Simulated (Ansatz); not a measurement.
Crystal: MoS2.

```xyz
3
Lattice="3.2275 0.0000 0.0000 -1.6137 2.7951 0.0000 0.0000 0.0000 6.3125" Properties=species:S:1:pos:R:3 pbc="T T T"
Mo    0.0000    0.0000    3.1562
S     1.6137    0.9317    4.7008
S     0.0000    1.8634    1.6117
```

Measurements of this composition are mostly on another form, of space group No. 194.

- Program: Ansatz 0.2.0
- Task: relaxation of cell and atoms
- Functional: PBE
- Dispersion: D3(BJ)-ATM
- Potentials or basis: Ansatz PAW
- Cutoff: 420 eV (not typed: the program's choice for these potentials)
- k mesh: 9 × 9 × 4
- Occupations: fermi-dirac, width 0.05 eV
- Spin: no spin polarisation

At the start: volume 18.98 Å³/atom.

Question: How do energy, volume and symmetry change on relaxing?

Answer: It ends after 7 steps and the volume is 17.14 Å³/atom (-9.7 %); space group P-3m1 (No. 164, to 0.05 Å).

The path:
| step | energy change (eV) | largest force (eV/Å) | volume (Å³) |
| --- | --- | --- | --- |
| 1 | 0.0000 | 0.2808 | 56.94 |
| 2 | -0.0262 | 0.2736 | 49.99 |
| 3 | -0.0583 | 0.0416 | 52.83 |
| 4 | -0.0622 | 0.0649 | 52.25 |
| 5 | -0.0647 | 0.0411 | 51.28 |
| 6 | -0.0648 | 0.0001 | 51.41 |
| 7 | -0.0643 | 0.0003 | 51.41 |

Final structure:
```cif
data_structure
_symmetry_space_group_name_H-M 'P 1'
_symmetry_Int_Tables_number 1
_cell_length_a 3.1772
_cell_length_b 3.1772
_cell_length_c 5.8804
_cell_angle_alpha 90.000
_cell_angle_beta 90.000
_cell_angle_gamma 120.000
_cell_volume 51.41
loop_
_atom_site_label
_atom_site_type_symbol
_atom_site_fract_x
_atom_site_fract_y
_atom_site_fract_z
_atom_site_occupancy
Mo1 Mo 0.00000 0.00000 0.50000 1
S1 S 0.66667 0.33333 0.76785 1
S2 S 0.33333 0.66667 0.23215 1
```

Caveat: the plane-wave basis is chosen anew once the cell has moved, so the energies of steps on either side of that aren't comparable.
